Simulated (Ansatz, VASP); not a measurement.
**Cross-check of Mo (Mo wire along [111], 13 atoms a period) between VASP and Ansatz**

Wanted: the spread between two codes on one cell, functional and k mesh. The structure shown is the start of the Ansatz relaxation below; VASP solves that cell, so the two are compared at the walk's first step.

Calculated with Ansatz 0.2.0; plane waves, with VASP 6.6.1 beside it; single point at PBE.

### 1. The starting structure

The cell holds 13 atoms: 13 Mo. Cell: a = 15.738 Å, b = 14.540 Å, c = 2.737 Å, α = 90.0°, β = 90.0°, γ = 90.0°. Vacuum lies along a and b. The structure's axis is c.

### 2. Ansatz: relaxation, PBE

Ansatz runs on its PAW soft_1 files.

The two programs are compared at the cell with which this relaxation starts, whose forces are those of its first step.

File input.yaml:

```yaml
crystal:
  lattice:
    - [15.738, 0.0, 0.0]
    - [0.0, 14.54, 0.0]
    - [0.0, 0.0, 2.736640276]
  atoms:
    - { symbol: Mo, position: [0.216037616, 0.500013328, 0.0] }
    - { symbol: Mo, position: [0.358016103, 0.766188967, 0.0] }
    - { symbol: Mo, position: [0.49999459, 0.500013328, 0.0] }
    - { symbol: Mo, position: [0.641973077, 0.766188967, 0.0] }
    - { symbol: Mo, position: [0.358016103, 0.411288115, 0.333333333] }
    - { symbol: Mo, position: [0.49999459, 0.677463754, 0.333333333] }
    - { symbol: Mo, position: [0.641973077, 0.411288115, 0.333333333] }
    - { symbol: Mo, position: [0.358016103, 0.588738541, 0.666666667] }
    - { symbol: Mo, position: [0.49999459, 0.322562902, 0.666666667] }
    - { symbol: Mo, position: [0.641973077, 0.588738541, 0.666666667] }
    - { symbol: Mo, position: [0.358016103, 0.233837689, 0.0] }
    - { symbol: Mo, position: [0.641973077, 0.233837689, 0.0] }
    - { symbol: Mo, position: [0.783951564, 0.500013328, 0.0] }
kpoints:
  mp_grid: { grid: [1, 1, 30] }
scf:
  occupations: { method: fermi_dirac, width: 0.05 }
hamiltonian:
  xc: pbe
  pseudopotentials: { kind: paw, azcp: { folder: soft_1 } }
relax:
  cell: { fix: [a, b, alpha, beta, gamma] }
  max_steps: 45
  f_tol: 0.03
```

On the command line:

```bash
$ ansatz run input.yaml --threads 4 --pin off --max-ram 16384MiB --backend cpu --events-out ev --progress --plain --runs-dir out
```

Numbers of over 12 decimals in the logs are rounded to 6 here.

What it wrote:

```text
Engine: ansatz 0.2.0, aarch64-unknown-linux-gnu
Pseudopotentials: kind: paw
Pseudopotential: Mo, paw, valence charge 14, recommended cutoff 420 eV (normal), soft_1/Mo.paw.azcp
Functional definition: PBE
  parameter kappa = 0.804
  parameter beta = 0.066725
  exchange = pbe_x(kappa = kappa, mu = beta*pi^2/3)
  correlation = pbe_c(beta = beta)
Crystal: 13 atoms, lattice volume = 626.227 Å³
Basis set: ecut = 420 eV, 12289 PW (Γ), exchange–correlation on 216×200×40 points (8 copies of the dense FFT grid, shifted against one another)
Bands: 110, of which v1, the nominal top of the filled ones, is band 91 counted from 1 (90 counted from 0)
Symmetry: 4 space group operations
Space group: P2/m (ITA 10), of the structure as read, at distance tolerance 8.6e-5 Å
k-points: 16 of 30
Non-local potential: Mo, projectors of the file, l = 0: 3, l = 1: 2, l = 2: 2, l = 3: 1
PAW form: soft (Blöchl's): semilocal exchange-correlation on the pseudo side does not see the compensation charge
PAW one-centre angular grid: Mo, 590 points (default); XC on 64 Gauss nodes
Initial density: superposition of atomic densities (neutral atoms: chi_scale 0, normalization atom)
Initial wavefunctions: pseudopotential atomic-orbital guess
Functional: x = pbe(κ = 0.804, μ = 0.219515), c = pbe(β = 0.066725)
SCF iter   1: F=—  HF=-64422.347412 eV  |F-HF|=—  |Δ(HF+E_count)|=         —  Δρ=6.62e-2  dr2=1.69e2  ethr=3.10e-3  ⟨swp⟩=9.1  Hψ=7923  notcnv=0
preconditioner: auto → LDOS  [metal: Δε(μ)=0.005 eV  Ē_g=3.851 eV  σ=0.050 eV  W_gap=0.02  n_scr=92 (ndim 8)  ℏωp=13.1 eV  f_vac=0.498  D(μ)=19.19/eV (n_scr^D=110)  β→1.0]
SCF iter   2: F=—  HF=-64411.619365 eV  |F-HF|=—  |Δ(HF+E_count)|=    1.07e1  Δρ=4.17e-2  dr2=3.82e1  ethr=3.10e-3  ⟨swp⟩=4.3  Hψ=4964  notcnv=0  defer=14
SCF iter   3: F=—  HF=-64408.617623 eV  |F-HF|=—  |Δ(HF+E_count)|=    3.00e0  Δρ=1.04e-2  dr2=2.63e0  ethr=3.10e-3  ⟨swp⟩=3.8  Hψ=4289  notcnv=0  defer=16
SCF iter   4: F=—  HF=-64408.222535 eV  |F-HF|=—  |Δ(HF+E_count)|=   3.95e-1  Δρ=3.21e-3  dr2=1.32e-1  ethr=1.44e-3  ⟨swp⟩=2.4  Hψ=2674  notcnv=0  defer=16
SCF iter   5: F=—  HF=-64408.223124 eV  |F-HF|=—  |Δ(HF+E_count)|=   5.89e-4  Δρ=1.38e-3  dr2=2.58e-2  ethr=7.28e-5  ⟨swp⟩=4.1  Hψ=3969  notcnv=0  defer=17
SCF iter   6: F=—  HF=-64408.224199 eV  |F-HF|=—  |Δ(HF+E_count)|=   1.07e-3  Δρ=5.42e-4  dr2=2.47e-3  ethr=1.42e-5  ⟨swp⟩=2.1  Hψ=2559  notcnv=0  defer=16
SCF iter   7: F=—  HF=-64408.224541 eV  |F-HF|=—  |Δ(HF+E_count)|=   3.42e-4  Δρ=1.83e-4  dr2=2.85e-4  ethr=1.36e-6  ⟨swp⟩=2.6  Hψ=2939  notcnv=0  defer=16
SCF iter   8: F=—  HF=-64408.224753 eV  |F-HF|=—  |Δ(HF+E_count)|=   2.12e-4  Δρ=6.94e-5  dr2=5.79e-5  ethr=1.57e-7  ⟨swp⟩=2.2  Hψ=2427  notcnv=0  defer=16
SCF iter   9: F=—  HF=-64408.224394 eV  |F-HF|=—  |Δ(HF+E_count)|=   3.59e-4  Δρ=2.58e-5  dr2=7.20e-6  ethr=3.18e-8  ⟨swp⟩=2.9  Hψ=3469  notcnv=0  defer=16
SCF iter  10: F=—  HF=-64408.224396 eV  |F-HF|=—  |Δ(HF+E_count)|=   2.40e-6  Δρ=1.08e-5  dr2=8.10e-7  ethr=3.95e-9  ⟨swp⟩=2.2  Hψ=2589  notcnv=0  defer=16
SCF iter  11: F=—  HF=-64408.224397 eV  |F-HF|=—  |Δ(HF+E_count)|=   5.99e-7  Δρ=4.68e-6  dr2=1.79e-7  ethr=5.49e-11  ⟨swp⟩=6.2  Hψ=6861  notcnv=0
SCF iter  12: F=-64408.224397 eV  HF=-64408.224397 eV  |F-HF|=6.98e-10  |Δ(HF+E_count)|=   1.43e-7  Δρ=1.34e-6  dr2=1.92e-8  ethr=5.49e-11  ⟨swp⟩=4.9  Hψ=5514  notcnv=0
SCF 1 converged in 12 iterations: F = -64408.224397 eV  dr2 = 1.92e-8
  greatest PAW one-centre occupation: 0.999 electrons in one spin orbital (limit 2), on the Mo atom at site 2 (counted from 0), in its partial waves of l = 0
relax step   1: F+E_penalty+E_count = -64408.22439673 eV  Δ(F+E_penalty+E_count) = +0.000e0 eV  max|allowed force component| = 2.947e0 eV/Å  Δτ_max = 0.0000 Å  P = -6.831 GPa  Ω = 626.227 Å³  fix = [a, b, alpha, beta, gamma]  reactions: a -6.086, b -6.145 GPa; alpha -0.027 GPa/rad  (12 SCF iters, dr2 threshold 1.00e-7 eV, accepted)
[...]
relax step   4: F+E_penalty+E_count = -64412.01641421 eV  Δ(F+E_penalty+E_count) = -1.318e-1 eV  max|allowed force component| = 8.031e-2 eV/Å  Δτ_max = 0.0542 Å  P = -0.189 GPa  Ω = 604.152 Å³  energy of the carried Pulay correction = +1.611e-3 eV  fix = [a, b, alpha, beta, gamma]  reactions: a -0.225, b -0.242 GPa; alpha +0.017 GPa/rad  (7 SCF iters, dr2 threshold 1.30e-6 eV, accepted)
[...]
relax step   5: F+E_penalty+E_count = -64412.01884242 eV  Δ(F+E_penalty+E_count) = -2.428e-3 eV  max|allowed force component| = 2.240e-2 eV/Å  Δτ_max = 0.0110 Å  P = -0.032 GPa  Ω = 604.184 Å³  energy of the carried Pulay correction = +1.608e-3 eV  fix = [a, b, alpha, beta, gamma]  reactions: a -0.042, b -0.059 GPa; alpha +0.017 GPa/rad  (7 SCF iters, dr2 threshold 4.03e-7 eV, accepted)
[...]
relax step   6: F+E_penalty+E_count = -64412.01696065 eV  Δ(F+E_penalty+E_count) = +1.882e-3 eV  max|allowed force component| = 2.227e-2 eV/Å  Δτ_max = 0.0000 Å  P = -0.029 GPa  Ω = 604.184 Å³  fix = [a, b, alpha, beta, gamma]  reactions: a -0.039, b -0.056 GPa; alpha +0.017 GPa/rad  stress off target by 8.77e-3 GPa on what of the cell is left free  SCF on the basis re-selected at this cell (its energy is not comparable with the rows above)  (6 SCF iters)
basis re-selected at this cell: Δ(F+E_penalty+E_count) = +1.882e-3 eV, ΔP = +0.003 GPa vs the last step (what re-selecting the basis moved, of the pressure what is left beyond the Pulay correction that the steps carried, after the strain that the cell walked since its last selection, with what the two solves' SCF thresholds leave and, on support functions, any second-order correction that the steps lacked; it is no measure of the basis error at this ecutwfc). The dense FFT grid was sized anew with the basis: this SCF ran on 108×100×18 points, the steps before it on 108×100×20, so part of this shift can come from that change (see relax.cell in the input reference). [rest of the remark cut]
SCF converged after 6 iterations
Free energy (F): -64412.016961 eV
Harris-Foulkes:  -64412.016961 eV  (|F-HF|=8.73e-11)
Internal energy: -64411.907697 eV  (E = F + TS)
E sigma→0 (E₀):  -64411.962329 eV
Entropy (-TS):   -0.109263 eV (-8.405 meV/atom)
Fermi energy:    4.654008 eV
--- Per-component energies (eV) ---
  E_band       = -3646.795740
  E_kinetic    = 5491.895570
  E_local      = -97148.960666  (includes V_loc(G=0)·N_el)
  E_nonlocal   = 1954.380198
  E_hartree    = 45492.409951
  E_xc         = -2277.099071
  E_vxc        = -2837.009794  (∫ρ·V_xc dr)
  E_paw        = -41763.399650  (= ΣΔE_a)
  E_vpaw       = -2091.924930  (= ΣTr[D̂ρ^β])
  E_aug_tail   = 0.000643  (compensation charges beyond the density's cutoff)
  E_ewald      = 23838.865327
  E_smearing   = -0.109263  (= −TS)
  E_closure    = 0.000000  (closes the sum)
  Σ components = -64412.016961   (vs F -64412.016961, Δ=0.00e0)
--- Forces (eV/Å), atoms counted from 1 ---
  atom   1  Mo     0.02227250     0.00000000     0.00000000
  atom   2  Mo     0.01058088    -0.01563293     0.00033352
  atom   3  Mo     0.00000000     0.00000000     0.00000000
  atom   4  Mo    -0.01058088    -0.01563293     0.00033352
  atom   5  Mo    -0.01644556    -0.00714581    -0.00864919
  atom   6  Mo     0.00000000     0.01657143    -0.00811378
  atom   7  Mo     0.01644556    -0.00714581    -0.00864919
  atom   8  Mo    -0.01644556     0.00714581     0.00864919
  atom   9  Mo     0.00000000    -0.01657143     0.00811378
  atom  10  Mo     0.01644556     0.00714581     0.00864919
  atom  11  Mo     0.01058088     0.01563293    -0.00033352
  atom  12  Mo    -0.01058088     0.01563293    -0.00033352
  atom  13  Mo    -0.02227250    -0.00000000    -0.00000000
  max |Σ_I F_I| component: 7.05e-19 eV/Å
--- Stress (GPa, compression-positive) ---
       -0.038716       0.000000       0.000000
        0.000000      -0.056321      -0.016707
        0.000000      -0.016707       0.008767
  P = ⅓ Tr σ = -0.0288 GPa (-0.288 kbar)
--- Relaxed structure (5 steps of the walk, 5 accepted, 1 SCFs on fresh bases) ---
  F+E_penalty+E_count = -64412.01696065 eV   max|allowed force component| = 2.227e-2 eV/Å   (the final SCF, on the basis selected at the relaxed cell)
  cell:  # Å, volume = 604.1844 Å³
    - [15.738, 0, 0]
    - [0, 14.54, 0]
    - [0, 0, 2.640314]
  atoms:
    - { symbol: Mo, position: [0.230083, 0.500013, 8.743891420286282e-18] }
    - { symbol: Mo, position: [0.365090, 0.753117, 0.00138502] }
    - { symbol: Mo, position: [0.499995, 0.500013, -2.235533779961907e-19] }
    - { symbol: Mo, position: [0.634899, 0.753117, 0.00138502] }
    - { symbol: Mo, position: [0.352833, 0.408026, 0.305485] }
    - { symbol: Mo, position: [0.499995, 0.683890, 0.307428] }
    - { symbol: Mo, position: [0.647156, 0.408026, 0.305485] }
    - { symbol: Mo, position: [0.352833, 0.592000, 0.694515] }
    - { symbol: Mo, position: [0.499995, 0.316137, 0.692572] }
    - { symbol: Mo, position: [0.647156, 0.592000, 0.694515] }
    - { symbol: Mo, position: [0.365090, 0.246910, -0.00138502] }
    - { symbol: Mo, position: [0.634899, 0.246910, -0.00138502] }
    - { symbol: Mo, position: [0.769906, 0.500013, -9.19099817627866e-18] }
```

(Part 1 of 2 ends here.)

[Lines on the potential files, build, host, timing and source positions are cut from VASP's logs without a mark.]

[Logs are printed without paths, hosts, clocks, repeated set-up lines and the standing remarks that a program may print on its own settings, such as how far it seeks lower states.]

[Hosts, paths, dates, database ids (printed as entryN), source tags and the programs' standing remarks are cut or masked in the printed files.]
